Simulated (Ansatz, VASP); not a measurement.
# One calculation of TiC, two programs

```
Ti C
1.0
     0.00000    2.11475    2.11475
     2.11475    0.00000    2.11475
     2.11475    2.11475    0.00000
Ti C
1 1
Direct
  0.00000 0.00000 0.00000
  0.50000 0.50000 0.50000
```

Alike in both runs: functional PBE; k mesh 16 × 16 × 16; occupations fermi-dirac, width 0.08 eV; no spin polarisation.

Ansatz relaxed the structure, and its values are those at the end. VASP's run is a single point on that final structure, the one shown.

|  | VASP | Ansatz |
| --- | --- | --- |
| version | VASP 6.6.1 | Ansatz 0.2.0 |
| potentials or method | VASP PAW PBE potentials, release 64 (Ti_sv, C), cutoff 520 eV | all-electron LAPW, scalar-relativistic |

VASP gave:

```
pressure (GPa) : 21.2
```

Estimate Ansatz's values.

pressure (GPa): 21.0.

Ansatz ran all-electron here, so the differences hold the error of VASP's frozen core and of both bases.

Caveats: so large a pressure means that the cell lies far from this level's equilibrium, or that cutoff or potentials fall short (VASP).
